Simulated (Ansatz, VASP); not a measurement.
## Bi in VASP and in Ansatz

The input INCAR:

```
SYSTEM = Bi
PREC = Accurate
ENCUT = 520
EDIFF = 1E-7
ISMEAR = 0
SIGMA = 0.15
LREAL = .False.
LASPH = .True.
NELM = 100
ALGO = Fast
ISIF = 2
LWAVE = .False.
LCHARG = .False.
NBANDS = 14
```

Contents of KPOINTS:

```
Automatic mesh
0
Gamma
  18 18 18
  0 0 0
```

The input POSCAR:

```
Bi
1.0
   -1.0484416369      2.0968832737      2.0968832737
    2.0968832737     -1.0484416369      2.0968832737
    2.0968832737      2.0968832737     -1.0484416369
Bi
1
Direct
    0.0000000000      0.0000000000      0.0000000000
```

Input for Ansatz:

```yaml
crystal:
  lattice:
    - [-1.0484416369, 2.0968832737, 2.0968832737]
    - [2.0968832737, -1.0484416369, 2.0968832737]
    - [2.0968832737, 2.0968832737, -1.0484416369]
  atoms:
    - { symbol: Bi, position: [0.0, 0.0, 0.0] }
basis:
  ecutwfc: 420
kpoints:
  mp_grid: { grid: [18, 18, 18] }
hamiltonian:
  xc: lda
scf:
  occupations: { method: gaussian, width: 0.15 }
output:
  forces: true
  stress: true
  eigenvalues: true
```

Alike in both runs: task single point; functional LDA; k mesh 18 × 18 × 18; occupations gaussian, width 0.15 eV; no spin polarisation.

```csv
,VASP,Ansatz
version,VASP 6.6.1,Ansatz 0.2.0
potentials or method,"VASP PAW LDA potentials, release 64 (Bi_d)","scalar-relativistic, plane waves, PAW"
plane-wave cutoff (eV),520,420
valence electrons in the cell,15,15
```

Ansatz gave:

| Property | Result |
| --- | --- |
| gap on the k mesh at the Fermi level (eV) | none |
| pressure (GPa) | 3.1 |

Q: Which values does VASP return?

A: gap on the k mesh at the Fermi level (eV): none; pressure (GPa): 3.2.

A gap of «none» marks a metal or a gap that the smearing closes.

Caveats: spin-orbit coupling is left out, which moves the levels of the heavy elements.
